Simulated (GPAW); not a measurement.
Si2Mo, 3 atoms in the cell. The structure is tetragonal, space group I4/mmm (No. 139). The conventional cell has a = 3.200 Å, b = 3.200 Å, c = 7.861 Å, α = 90.00°, β = 90.00°, γ = 90.00°. Mo (site symmetry 4/mmm) has 10 Si at 2.62 Å as nearest neighbours. Si (site symmetry 4mm) is surrounded by 5 Si at 2.61 to 2.63 Å and 5 Mo at 2.62 Å. 

| Item | Value |
| --- | --- |
| Program | GPAW 26.7.0 |
| Task | single point |
| Functional | PBE |
| Potentials or basis | GPAW PAW data sets (gpaw-data 1.2.1) |
| Cutoff | 600 eV |
| Basis | pw |
| k mesh | 12 × 12 × 12 |
| Occupations | gaussian, width 0.03 eV |
| Spin | no spin polarisation |
| Maxiter | 150 |

Potentials or basis: GPAW PAW data sets (gpaw-data 1.2.1), pw.

Launch:

```sh
$ OMP_NUM_THREADS=1 python run.py
```

Hardware: 1 thread of Arm Neoverse V1, on a shared host.

Problem. Estimate the wall time of this run.

Solution. Wall time 2.6 min on 1 thread of Arm Neoverse V1 (shared host), peak memory 0.28 GiB. Counts: scf iterations 10, plane waves 1362, bands 23, k points 163.
